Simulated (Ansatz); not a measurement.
The system is MgS (Niningerite).

```
CELL_PARAMETERS angstrom
0.00000 2.60165 2.60165
2.60165 0.00000 2.60165
2.60165 2.60165 0.00000
ATOMIC_POSITIONS crystal
S 0.50000 0.50000 0.50000
Mg 0.00000 0.00000 0.00000
```

Program: Ansatz 0.2.0. Alike in all runs: potentials or basis Ansatz PAW; no spin polarisation; cell as given.

Q: Order these runs on this cell by their band gap on the k mesh, lowest first.
A. level r2SCAN; k mesh 9 × 9 × 9; cutoff (eV) 500; smearing fermi-dirac 0.05 eV; points for each segment of the path 14
B. level PBE; k mesh 9 × 9 × 9; cutoff (eV) 420; smearing fermi-dirac 0.05 eV; points for each segment of the path 14
C. level PBEsol; k mesh 8 × 8 × 8; cutoff (eV) 420; smearing fixed

A: C (2.70 eV), B (2.92 eV), A (3.59 eV).

Caveats: the k mesh misses the band edges, so the gap on the mesh is wider than the one along the path (some runs).

A k mesh can miss the band edges, odd and even meshes differently.
